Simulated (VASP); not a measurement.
Consider the following.

```
InN
1.0
    1.69829    -2.94153     0.00000
    1.69829     2.94153     0.00000
    0.00000     0.00000     5.48341
In N
2 2
Direct
  0.66667   0.33333   0.49989
  0.33333   0.66667   0.99989
  0.66667   0.33333   0.87911
  0.33333   0.66667   0.37911
```

The numbers are results of PBEsol GGA, VASP's PBE PAW potentials (set 64) (plane waves; VASP 6.6.1), not measurements. Numerical set-up: 600 eV cut-off, 10×10×6 Γ-centred mesh, first-order Methfessel-Paxton smearing of 0.10 eV, potentials In_d N.

Problem. Estimate the energy per atom (σ→0), pressure.

Solution. 
energy per atom (σ→0): -5.678 eV/atom
pressure: 22.09 GPa

Only differences to runs with the same potentials and settings are physical.

The compound is InN in the wurtzite structure. This cell was strained or had an atom moved on purpose.
